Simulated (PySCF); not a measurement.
**Al in PySCF: convergence with k mesh**

Input of the first run (k mesh 4 × 4 × 4); the others differ in this setting and in those tied to it:

The input run.py:

```python
import json
import numpy as np
from pyscf.pbc import gto, scf, dft, df

cell = gto.Cell()
cell.basis = 'DZVP-MOLOPT-SR-GTH-q3'
cell.pseudo = 'GTH-PBE-q3'
cell.fromfile('Al.xyz')
cell.ke_cutoff = 50  # hartree
cell.exp_to_discard = 0.02
cell.precision = 1e-08
cell.space_group_symmetry = True
cell.symmorphic = False
cell.max_memory = 2940  # MB
cell.verbose = 4
cell.build()

res = {}
kpts = cell.make_kpts([4, 4, 4], space_group_symmetry=True, time_reversal_symmetry=True)
cell.space_group_symmetry = False  # the mesh holds the operations; no search on the supercells of the integral code
mf = dft.KRKS(cell, kpts, xc='pbe')
mf = mf.multigrid_numint()
mf = mf.smearing(sigma=0.00183747, method='fermi')  # hartree
mf.conv_tol = 1e-07
mf.max_cycle = 60

mf.kernel()
res.update(converged=bool(mf.converged), e_tot=mf.e_tot, nelec=cell.nelectron, nao=cell.nao, mesh=list(map(int, cell.mesh)), a=cell.lattice_vectors().tolist(), coords=cell.atom_coords().tolist(),
           mo_energy=[np.real(x).tolist() for x in mf.mo_energy], mo_occ=[np.real(x).tolist() for x in mf.mo_occ])
res.update(e_free=mf.e_free, e_zero=mf.e_zero)
res.update(kpts=kpts.kpts_scaled_ibz.tolist(), weights=kpts.weights_ibz.tolist())
res['parts'] = {k: float(np.real(v)) for k, v in mf.scf_summary.items() if np.isscalar(v)}
json.dump(res, open('results.json', 'w'))
if not mf.converged:
    raise SystemExit('SCF not converged')

print('levels (eV)')
for i, kp in enumerate(res['kpts'][:40]):
    print('k %7.4f %7.4f %7.4f  ' % tuple(kp), ' '.join('%.3f' % (x * 27.211386) for x in res['mo_energy'][i][:7]))

mf = mf.to_khf()  # unfold to the whole mesh
kpts = mf.kpts
# Mulliken populations
dm, s = np.asarray(mf.make_rdm1()), np.asarray(mf.get_ovlp())
sites = cell.aoslice_by_atom()[:, 2:]
tot = np.einsum('kij,kji->i', dm, s).real / len(kpts)
res['mulliken'] = [cell.atom_charge(i) - tot[a0:a1].sum() for i, (a0, a1) in enumerate(sites)]
print('Mulliken charges', np.round(res['mulliken'], 5))
res['meta_lowdin'] = mf.mulliken_meta()[1].tolist()
res['done'] = True
json.dump(res, open('results.json', 'w'))
```

Contents of Al.xyz:

```xyz
1
Lattice="-1.5912186900 1.5912186900 1.5912186900 1.5912186900 -1.5912186900 1.5912186900 1.5912186900 1.5912186900 -1.5912186900" Properties=species:S:1:pos:R:3 pbc="T T T"
Al     0.0000000000      0.0000000000      0.0000000000
```

Potentials or basis: DZVP-MOLOPT-SR/GTH-PBE (potentials made for PBE).

Launch:

```console
$ OMP_NUM_THREADS=2 python -u run.py > log
```

This isn't the form of Al at room conditions, which is fcc.

Hardware: 2 threads of Intel(R) Xeon(R) 6975P-C (Granite Rapids), on a shared host.

```tsv
k mesh	energy less the tightest run, at zero smearing (meV/atom)	SCF cycles	CPU time (s)	peak memory (GiB)
4 × 4 × 4	212.12	4	6.7	0.23
6 × 6 × 6	-95.03	3	43	1.1
8 × 8 × 8	0.00	4	450	5.4
10 × 10 × 10	crashed	-	-	-
12 × 12 × 12	timed out after 750 s	-	-	-
```

Not settled before the last step: the energy (to 1 meV/atom). Meshes of other sizes hit other points, so gaps and Fermi surfaces needn't settle smoothly. The tightest run that finished is the yardstick and may itself not be fully converged.

Caveat, for the tightest run too: the basis of atomic orbitals isn't converged, which shifts pressures, moduli and gaps.
